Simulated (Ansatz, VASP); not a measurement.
## Mn: VASP beside Ansatz

```xyz
1
Lattice="-1.4285 1.4285 1.4285 1.4285 -1.4285 1.4285 1.4285 1.4285 -1.4285" Properties=species:S:1:pos:R:3 pbc="T T T"
Mn    0.0000    0.0000    0.0000
```

Alike in both runs: task single point; functional BLYP; k mesh 18 × 18 × 18; occupations fermi-dirac, width 0.1 eV; no spin polarisation.

|  | VASP | Ansatz |
| --- | --- | --- |
| version | VASP 6.6.1 | Ansatz 0.2.0 |
| potentials or method | VASP PAW PBE potentials, release 64 (Mn_pv) | plane waves (420 eV) with PAW, scalar-relativistic |
| plane-wave cutoff (eV) | 520 | 420 |
| valence electrons in the cell | 13 | 15 |

VASP gave:

| Quantity | Value |
| --- | --- |
| pressure (GPa) | -8.8 |

Which values does Ansatz return?

Pressure (GPa): -8.9.

With one functional, cell and mesh, what is left measures potentials, basis and numerics. The two sets of potentials don't hold the same shells in valence.

Caveats: the PAW data sets were made with another functional, which shifts forces and pressure a little (VASP); the run has no spin polarisation, though such a crystal can be magnetic. Spin polarisation is off, so any magnetic state and its effect on volume and gap are missing.
